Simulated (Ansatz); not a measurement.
# The perfect armchair MoS2 nanoribbon (N = 7, bare edges)

Aim: is the armchair MoS2 nanoribbon (N = 7, bare edges) a metal or a semiconductor?

Method: DFT PBE, plane waves, PAW; relaxation of a wire's period, in the first sound run; inputs show where later runs differ, in Ansatz 0.2.0.

Most raw output is cut from this account.

### Step 1. Set-up

The cell holds 21 atoms: 7 Mo and 14 S. Its edges and angles: a = 16.540 Å, b = 10.120 Å, c = 5.508 Å, α = 90.0°, β = 90.0°, γ = 90.0°. Vacuum lies along a and b. The structure's axis is c.

### Step 2. The relaxed wire

Band widths follow the bond lengths, so the wire is relaxed first. The atoms and the third cell vector are free; the box across stays fixed as vacuum. Moments are seeded so that a magnetic state can form if it lies lower. A Fermi-Dirac smearing is set since the result may be a metal. The pressure printed is a third of the stress's trace over the whole box, vacuum included; only the stress along the axis is relaxed.

input.yaml reads:

```yaml
crystal:
  lattice:
    - [16.54, 0.0, 0.0]
    - [0.0, 10.12, 0.0]
    - [0.0, 0.0, 5.5079215681]
  atoms:
    - { symbol: Mo, position: [0.211608222, 0.5, 0.0], spin: 0.3 }
    - { symbol: Mo, position: [0.403869407, 0.5, 0.0] }
    - { symbol: Mo, position: [0.596130593, 0.5, 0.0] }
    - { symbol: Mo, position: [0.788391778, 0.5, 0.0], spin: 0.3 }
    - { symbol: S, position: [0.211608222, 0.654150198, 0.333333333] }
    - { symbol: S, position: [0.211608222, 0.345849802, 0.333333333] }
    - { symbol: S, position: [0.403869407, 0.654150198, 0.333333333] }
    - { symbol: S, position: [0.403869407, 0.345849802, 0.333333333] }
    - { symbol: S, position: [0.596130593, 0.654150198, 0.333333333] }
    - { symbol: S, position: [0.596130593, 0.345849802, 0.333333333] }
    - { symbol: S, position: [0.788391778, 0.654150198, 0.333333333] }
    - { symbol: S, position: [0.788391778, 0.345849802, 0.333333333] }
    - { symbol: Mo, position: [0.307738815, 0.5, 0.5] }
    - { symbol: Mo, position: [0.5, 0.5, 0.5] }
    - { symbol: Mo, position: [0.692261185, 0.5, 0.5] }
    - { symbol: S, position: [0.307738815, 0.654150198, 0.833333333] }
    - { symbol: S, position: [0.307738815, 0.345849802, 0.833333333] }
    - { symbol: S, position: [0.5, 0.654150198, 0.833333333] }
    - { symbol: S, position: [0.5, 0.345849802, 0.833333333] }
    - { symbol: S, position: [0.692261185, 0.654150198, 0.833333333] }
    - { symbol: S, position: [0.692261185, 0.345849802, 0.833333333] }
magnetization:
  spin_polarized: true
kpoints:
  mp_grid: { grid: [1, 1, 15] }
scf:
  occupations: { method: fermi_dirac, width: 0.05 }
hamiltonian:
  xc: pbe
relax:
  cell: { fix: [a, b, alpha, beta, gamma] }
  max_steps: 60
```

Launch:

```console
$ ansatz run input.yaml --threads 4 --pin off --max-ram 16384MiB --backend cpu --events-out ev --progress --plain --runs-dir out
```

It took 9.7 min on 4 threads of Arm Neoverse V2, shared host; peak memory 2.7 GiB.

Relaxation path:

```tsv
step	energy less that of the first step (eV)	largest force component (eV/Å)	pressure (GPa)	volume (Å³)
1	0.0000	1.8917	-1.06	921.94
2	-0.6475	0.7339	0.29	911.67
3	-0.7055	0.2647	0.03	913.14
4	-0.7211	0.1427	0.04	912.49
5	-0.7240	0.0327	0.00	914.09
6	-0.7244	0.0139	0.02	913.74
7	-0.7244	0.0032	0.02	913.82
8*	-0.7241	0.0031	0.02	913.82
```

Relaxation steps marked * repeat the geometry before them on a plane-wave basis chosen anew for their cell, so energy and pressure can jump there.

The run keeps the 4 symmetry operations that it works with, so distortions that break them were not tested.

```tsv
cell as run	before	after	change
c (Å)	5.508	5.459	-0.9 %
```

The atoms that moved most (Å, along periodic axes as changes of fractional coordinates times the final cell, across vacuum about the mean position):

```tsv
atom	dx	dy	dz	length
Mo4	-0.164	0.000	0.114	0.200
Mo1	0.164	0.000	0.114	0.200
S12	0.093	0.005	-0.047	0.105
S11	0.093	-0.005	-0.047	0.105
S6	-0.093	0.005	-0.047	0.105
S5	-0.093	-0.005	-0.047	0.105
Mo13	-0.088	0.000	0.043	0.097
Mo15	0.088	0.000	0.043	0.097
```

This step gave:

```yaml
energy_at_zero_smearing: -47331.8279 eV
cell_length_along_the_wire: 5.459 Å
```

The cell's length comes to 5.459 Å with no moment.

### Step 3. The perfect wire

This step: DFT PBE, plane waves, PAW; bands of a perfect wire (Ansatz 0.2.0).

At the relaxed period the bands are computed along the axis; those that cross an energy going forward count the channels that a perfect wire would open there.

input.yaml reads:

```yaml
crystal:
  lattice:
    - [16.54, 0.0, 0.0]
    - [0.0, 10.12, 0.0]
    - [0.0, 0.0, 5.4594152463]
  atoms:
    - { symbol: Mo, position: [0.221496523, 0.5, 0.020939996] }
    - { symbol: Mo, position: [0.403448199, 0.5, 0.99483039] }
    - { symbol: Mo, position: [0.596551801, 0.5, 0.99483039] }
    - { symbol: Mo, position: [0.778503477, 0.5, 0.020939996] }
    - { symbol: S, position: [0.205970896, 0.653640632, 0.324734431] }
    - { symbol: S, position: [0.205970896, 0.346359368, 0.324734431] }
    - { symbol: S, position: [0.401684927, 0.652028612, 0.334633659] }
    - { symbol: S, position: [0.401684927, 0.347971388, 0.334633659] }
    - { symbol: S, position: [0.598315073, 0.652028612, 0.334633659] }
    - { symbol: S, position: [0.598315073, 0.347971388, 0.334633659] }
    - { symbol: S, position: [0.794029104, 0.653640632, 0.324734431] }
    - { symbol: S, position: [0.794029104, 0.346359368, 0.324734431] }
    - { symbol: Mo, position: [0.302434809, 0.5, 0.507786219] }
    - { symbol: Mo, position: [0.5, 0.5, 0.499839377] }
    - { symbol: Mo, position: [0.697565191, 0.5, 0.507786219] }
    - { symbol: S, position: [0.308079374, 0.657834227, 0.828958977] }
    - { symbol: S, position: [0.308079374, 0.342165773, 0.828958977] }
    - { symbol: S, position: [0.5, 0.654957416, 0.833202904] }
    - { symbol: S, position: [0.5, 0.345042584, 0.833202904] }
    - { symbol: S, position: [0.691920626, 0.657834227, 0.828958977] }
    - { symbol: S, position: [0.691920626, 0.342165773, 0.828958977] }
kpoints:
  mp_grid: { grid: [1, 1, 15] }
  band_path: { path: ["Γ", Z], npoints: 50 }
scf:
  occupations: { method: fermi_dirac, width: 0.05 }
hamiltonian:
  xc: pbe
output:
  dos: { e_range: [-5, 4] }
  write_potential: true
  write_density: true
  volumetric_format: npy
  elf: true
```

It took 2.5 min on 4 threads; peak memory 4.3 GiB.

Numbers from this step:

```
energy at zero smearing                 : -47331.8284 eV
band gap on the path through both edges : 0.4576 eV
```

The electronic bands at the labelled points (eV, zero at the Fermi level; v1 is the highest filled band, c1 the lowest empty one):

```tsv
point	v4	v3	v2	v1	c1	c2	c3	c4
Γ	-0.60	-0.55	-0.39	-0.19	0.27	0.30	0.30	0.34
halfway	-0.60	-0.47	-0.42	-0.39	0.28	0.36	0.50	0.55
Z	-0.57	-0.48	-0.46	-0.42	0.35	0.36	0.77	0.81
```

ELF in the cb plane at fractional x = 0.302, with atoms of Mo and S within 0.2 Å of it. It is the smooth field of the valence electrons, not physical close to the nuclei.

Values, 24 rows by 15 columns, each cell a mean:
```
0.00 0.00 0.00 0.00 0.00 0.00 0.00 0.00 0.00 0.00 0.00 0.00 0.00 0.00 0.00
0.00 0.00 0.00 0.00 0.00 0.00 0.00 0.00 0.00 0.00 0.01 0.02 0.03 0.03 0.01
0.02 0.00 0.00 0.00 0.00 0.00 0.00 0.00 0.00 0.01 0.05 0.15 0.22 0.19 0.09
0.08 0.01 0.00 0.01 0.01 0.01 0.00 0.00 0.00 0.04 0.20 0.44 0.55 0.51 0.32
0.25 0.04 0.01 0.01 0.02 0.02 0.01 0.01 0.01 0.13 0.47 0.73 0.82 0.79 0.64
0.48 0.09 0.02 0.02 0.03 0.03 0.03 0.02 0.04 0.29 0.71 0.88 0.92 0.91 0.83
0.63 0.16 0.03 0.04 0.06 0.07 0.06 0.05 0.10 0.47 0.81 0.89 0.89 0.90 0.87
0.67 0.22 0.05 0.06 0.09 0.12 0.13 0.12 0.21 0.60 0.82 0.62 0.26 0.43 0.78
0.66 0.25 0.08 0.09 0.13 0.16 0.17 0.18 0.26 0.60 0.83 0.60 0.17 0.35 0.75
0.56 0.26 0.14 0.14 0.13 0.13 0.22 0.37 0.36 0.39 0.67 0.77 0.66 0.71 0.75
0.39 0.31 0.27 0.25 0.16 0.23 0.57 0.71 0.70 0.50 0.33 0.49 0.56 0.55 0.49
0.34 0.40 0.42 0.38 0.23 0.44 0.73 0.49 0.56 0.66 0.28 0.19 0.23 0.23 0.25
0.35 0.36 0.37 0.33 0.20 0.35 0.69 0.63 0.66 0.61 0.28 0.29 0.36 0.34 0.33
0.46 0.27 0.20 0.19 0.14 0.15 0.39 0.61 0.57 0.40 0.48 0.67 0.68 0.68 0.64
0.62 0.26 0.11 0.11 0.13 0.15 0.17 0.22 0.26 0.49 0.78 0.73 0.45 0.57 0.78
0.67 0.24 0.06 0.07 0.11 0.15 0.16 0.16 0.26 0.63 0.82 0.53 0.06 0.25 0.74
0.66 0.19 0.04 0.05 0.08 0.10 0.10 0.08 0.16 0.54 0.82 0.79 0.63 0.72 0.84
0.57 0.12 0.02 0.03 0.05 0.05 0.04 0.03 0.07 0.39 0.78 0.91 0.93 0.93 0.87
0.38 0.06 0.01 0.02 0.02 0.02 0.02 0.01 0.02 0.20 0.61 0.83 0.89 0.88 0.76
0.16 0.02 0.01 0.01 0.01 0.01 0.01 0.00 0.01 0.07 0.34 0.61 0.71 0.68 0.49
0.04 0.01 0.00 0.00 0.01 0.00 0.00 0.00 0.00 0.02 0.11 0.28 0.38 0.35 0.19
0.01 0.00 0.00 0.00 0.00 0.00 0.00 0.00 0.00 0.00 0.02 0.07 0.11 0.09 0.04
0.00 0.00 0.00 0.00 0.00 0.00 0.00 0.00 0.00 0.00 0.00 0.01 0.01 0.01 0.00
0.00 0.00 0.00 0.00 0.00 0.00 0.00 0.00 0.00 0.00 0.00 0.00 0.00 0.00 0.00
```
Columns run along c (5.5 Å), rows up along b (10.1 Å). Atoms in or near the plane, at fractional coordinates: Mo at (0.51, 0.50), S at (0.83, 0.66), S at (0.83, 0.34).

Valence density in the cb plane at fractional x = 0.302, with atoms of Mo and S within 0.2 Å of it. It is the smooth field of the valence electrons, not physical close to the nuclei.

Ten steps, logarithmic in the rise over the least value, from '0' (0.0 e/Å³) to '9' (6.4 e/Å³), each cell a mean:
```
000000000000000
000000000000000
000000000000000
000000000000000
000000000011111
100000000123443
311111111245665
421112222356555
421222333456556
422223455556665
332235798754444
333336999853333
333236899854333
332224677655554
422223344456665
421122222456456
321111111356665
210011101234554
100000000012332
000000000000110
000000000000000
000000000000000
000000000000000
000000000000000
```
Columns run along c (5.5 Å), rows up along b (10.1 Å). Atoms in or near the plane, at fractional coordinates: Mo at (0.51, 0.50), S at (0.83, 0.66), S at (0.83, 0.34).

Electrostatic potential energy in the cb plane at fractional x = 0.302, with atoms of Mo and S within 0.2 Å of it. With pseudopotentials it is smooth inside the atoms' cores, unlike the true potential.

Ten even steps from '0' (-40 eV) to '9' (7 eV), each cell a mean:
```
999999999999999
999999999999999
999999999999999
999999999999999
999999999999999
999999999998889
899999999974236
899999999851212
899999888851112
899998655674236
889985100267778
889973000048888
889984000058888
899987311476567
899998877762014
799999999841212
899999999961114
999999999987568
999999999999999
999999999999999
999999999999999
999999999999999
999999999999999
999999999999999
```
Columns run along c (5.5 Å; values clipped at the 3rd and 97th percentile), rows up along b (10.1 Å). Atoms in or near the plane, at fractional coordinates: Mo at (0.51, 0.50), S at (0.83, 0.66), S at (0.83, 0.34).

The gap is 0.458 eV, with spin left out.

### Step 4. Another level of theory, k-mesh 1×1×11

This step: DFT LDA, plane waves, PAW; bands of a perfect wire at the PBE geometry (Ansatz 0.2.0).

The atoms stay at the PBE geometry and the functional changes. At fixed atoms LDA and the gradient-corrected functionals usually give like bands; this run checks that. Against the first PBE run of this kind, the mesh along the wire has 11 points against 15.

Changes to input.yaml since step 3:

```diff
@@ -28,3 +28,3 @@
 kpoints:
-  mp_grid: { grid: [1, 1, 15] }
+  mp_grid: { grid: [1, 1, 11] }
   band_path: { path: ["Γ", Z], npoints: 50 }
@@ -33,8 +33,2 @@
 hamiltonian:
-  xc: pbe
-output:
-  dos: { e_range: [-5, 4] }
-  write_potential: true
-  write_density: true
-  volumetric_format: npy
-  elf: true
+  xc: lda
```

Elapsed: 2.2 min, on 4 threads; peak memory 4.1 GiB.

This step gave:

```
energy at zero smearing                 : -46083.6275 eV
band gap on the path through both edges : 0.4025 eV
```

The electronic bands at the labelled points (eV, zero at the Fermi level; v1 is the highest filled band, c1 the lowest empty one):

```tsv
point	v4	v3	v2	v1	c1	c2	c3	c4
Γ	-0.56	-0.51	-0.35	-0.16	0.25	0.28	0.28	0.32
halfway	-0.56	-0.43	-0.39	-0.36	0.24	0.33	0.49	0.53
Z	-0.52	-0.44	-0.43	-0.39	0.31	0.33	0.76	0.80
```

The gap is 0.402 eV, against 0.458 eV under PBE at the relaxed period.

### Step 5. Another level of theory, k-mesh 1×1×11 (run 2)

This step: DFT PBEsol, plane waves, PAW; bands of a perfect wire at the PBE geometry (Ansatz 0.2.0).

Changes to input.yaml since step 4:

```diff
@@ -33,2 +33,2 @@
 hamiltonian:
-  xc: lda
+  xc: pbesol
```

Wall time 2.2 min (4 threads); peak memory 4.1 GiB.

The gap is 0.432 eV, against 0.458 eV under PBE at the relaxed period.

### Step 6. Another level of theory, cutoff 500 eV, k-mesh 1×1×11

This step: DFT r2SCAN, plane waves, PAW; bands of a perfect wire at the PBE geometry (Ansatz 0.2.0).

The atoms stay at the PBE geometry and the functional changes. r2SCAN also reads the kinetic-energy density; it often gives larger moments and wider gaps than PBE, at a higher cost. Against the first PBE run of this kind, the cutoff is 500 eV against 420 and the mesh along the wire has 11 points against 15.

Changes to input.yaml since step 5:

```diff
@@ -33,2 +33,2 @@
 hamiltonian:
-  xc: pbesol
+  xc: r2scan
```

Wall time 3.8 min (4 threads); peak memory 6.1 GiB; 15 min of CPU time.

The electronic bands at the labelled points (eV, zero at the Fermi level; v1 is the highest filled band, c1 the lowest empty one):

```tsv
point	v4	v3	v2	v1	c1	c2	c3	c4
Γ	-0.71	-0.66	-0.49	-0.28	0.34	0.37	0.40	0.43
halfway	-0.71	-0.59	-0.52	-0.49	0.38	0.47	0.56	0.61
Z	-0.67	-0.59	-0.55	-0.52	0.45	0.47	0.83	0.84
```

The gap is 0.616 eV, against 0.458 eV under PBE at the relaxed period.

### Step 7. The series together

Times are for 4 threads of Arm Neoverse V2, shared host. Results by setting:

```tsv
no.	level	band gap on the path through both edges (eV)	time	memory (GiB)
1	LDA	0.4025	2.2 min	4.1
2	PBEsol	0.4317	2.2 min	4.1
3	r2SCAN	0.6163	3.8 min	6.1
```

### Step 8. Two-component spinors, k-mesh 1×1×10

This step: DFT PBE, plane waves, fully relativistic PAW; bands of a perfect wire with spin-orbit coupling (Ansatz 0.2.0).

Spin-orbit coupling mixes the spins and splits bands that cross or touch without it, so it can open or close channels. Fully relativistic datasets take the place of the scalar ones. Against the first PBE run of this kind, the mesh along the wire has 10 points against 15.

Changes to input.yaml since step 6:

```diff
@@ -28,3 +28,3 @@
 kpoints:
-  mp_grid: { grid: [1, 1, 11] }
+  mp_grid: { grid: [1, 1, 10] }
   band_path: { path: ["Γ", Z], npoints: 50 }
@@ -33,2 +33,6 @@
 hamiltonian:
-  xc: r2scan
+  xc: pbe
+  pseudopotentials: { kind: paw_fr }
+magnetization:
+  noncollinear: true
+  spin_orbit: true
```

Elapsed: 31 min, on 4 threads; peak memory 14 GiB.

This step gave:

* energy at zero smearing: -47340.0890 eV
* band gap on the path through both edges: 0.4546 eV

The electronic bands at the labelled points (eV, zero at the Fermi level; v1 is the highest filled band, c1 the lowest empty one):

```tsv
point	v4	v3	v2	v1	c1	c2	c3	c4
Γ	-0.38	-0.38	-0.18	-0.18	0.27	0.27	0.30	0.30
halfway	-0.42	-0.42	-0.39	-0.39	0.28	0.28	0.36	0.36
Z	-0.46	-0.46	-0.42	-0.42	0.34	0.34	0.36	0.36
```

The gap is 0.455 eV, against 0.458 eV under PBE at the relaxed period, with no moment.

### Step 9. Strain along the wire, period over the relaxed period 1.06

This step: DFT PBE, plane waves, PAW; relaxation at a fixed period (Ansatz 0.2.0).

The period is set to 1.06 times the relaxed one and the atoms relax within it: strain changes bond lengths and angles, which shifts the bands against each other. Against the first PBE run of this kind, the mesh along the wire has 11 points against 15.

The cell differs from the one that the last finished run ended in (c 5.459 → 5.787 Å).

Changes to input.yaml since step 8:

```diff
@@ -4,8 +4,8 @@
     - [0.0, 10.12, 0.0]
-    - [0.0, 0.0, 5.4594152463]
+    - [0.0, 0.0, 5.7869801611]
   atoms:
-    - { symbol: Mo, position: [0.221496523, 0.5, 0.020939996] }
+    - { symbol: Mo, position: [0.221496523, 0.5, 0.020939996], spin: 0.3 }
     - { symbol: Mo, position: [0.403448199, 0.5, 0.99483039] }
     - { symbol: Mo, position: [0.596551801, 0.5, 0.99483039] }
-    - { symbol: Mo, position: [0.778503477, 0.5, 0.020939996] }
+    - { symbol: Mo, position: [0.778503477, 0.5, 0.020939996], spin: 0.3 }
     - { symbol: S, position: [0.205970896, 0.653640632, 0.324734431] }
@@ -27,4 +27,6 @@
     - { symbol: S, position: [0.691920626, 0.342165773, 0.828958977] }
+magnetization:
+  spin_polarized: true
 kpoints:
-  mp_grid: { grid: [1, 1, 10] }
+  mp_grid: { grid: [1, 1, 11] }
   band_path: { path: ["Γ", Z], npoints: 50 }
@@ -34,5 +36,6 @@
   xc: pbe
-  pseudopotentials: { kind: paw_fr }
-magnetization:
-  noncollinear: true
-  spin_orbit: true
+relax:
+  max_steps: 40
+  f_tol: 0.02
+output:
+  stress: true
```

Elapsed: 8.1 min, on 4 threads; peak memory 6.2 GiB.

The steps of the relaxation:

```tsv
step	energy less that of the first step (eV)	largest force component (eV/Å)
1	0.0000	1.1609
2	-0.2680	0.6059
3	-0.3359	0.2255
4	-0.3411	0.1436
5	-0.3438	0.0171
6	-0.3438	0.0170
```

The run keeps the 4 symmetry operations that it works with, so distortions that break them were not tested.

The atoms that moved most (Å):

```tsv
atom	dx	dy	dz	length
Mo1	0.092	0.000	0.092	0.130
Mo4	-0.092	0.000	0.092	0.130
S11	-0.115	0.001	-0.016	0.116
S12	-0.115	-0.001	-0.016	0.116
S6	0.115	-0.001	-0.016	0.116
S5	0.115	0.001	-0.016	0.116
Mo13	0.044	0.000	0.018	0.047
Mo15	-0.044	0.000	0.018	0.047
```

Final coordinates:

```xyz
21
Lattice="16.5400 0.0000 0.0000 0.0000 10.1200 0.0000 0.0000 0.0000 5.7870" Properties=species:S:1:pos:R:3
Mo    3.7554    5.0600    0.2135
Mo    6.6887    5.0600    5.7563
Mo    9.8513    5.0600    5.7563
Mo   12.7846    5.0600    0.2135
S     3.5216    6.6159    1.8630
S     3.5216    3.5041    1.8630
S     6.6658    6.5688    1.9201
S     6.6658    3.5512    1.9201
S     9.8742    6.5688    1.9201
S     9.8742    3.5512    1.9201
S    13.0184    6.6159    1.8630
S    13.0184    3.5041    1.8630
Mo    5.0462    5.0600    2.9565
Mo    8.2700    5.0600    2.9022
Mo   11.4938    5.0600    2.9565
S     5.1197    6.6336    4.7807
S     5.1197    3.4864    4.7807
S     8.2700    6.6051    4.8058
S     8.2700    3.5149    4.8058
S    11.4203    6.6336    4.7807
S    11.4203    3.4864    4.7807
```

Numbers from this step:

```
energy at zero smearing                 : -47331.2619 eV
band gap on the path through both edges : 0.417 eV
```

The gap is 0.417 eV, against 0.458 eV under PBE at the relaxed period, with no moment.

### Step 10. Strain along the wire, period over the relaxed period 1.03

The period is set to 1.03 times the relaxed one and the atoms relax within it: strain changes bond lengths and angles, which shifts the bands against each other. Against the first PBE run of this kind, the mesh along the wire has 11 points against 15.

The cell differs from the one that the last finished run ended in (c 5.787 → 5.623 Å).

Changes to input.yaml since step 9:

```diff
@@ -4,3 +4,3 @@
     - [0.0, 10.12, 0.0]
-    - [0.0, 0.0, 5.7869801611]
+    - [0.0, 0.0, 5.6231977037]
   atoms:
```

It took 7.6 min on 4 threads; peak memory 6.1 GiB; 30 min of CPU time.

(Continued in part 2 of 2.)

[Logs are printed without paths, hosts, clocks, repeated set-up lines and the standing remarks that a program may print on its own settings, such as how far it seeks lower states.]

[Hosts, paths, dates, database ids (printed as entryN), source tags and the programs' standing remarks are cut or masked in the printed files.]
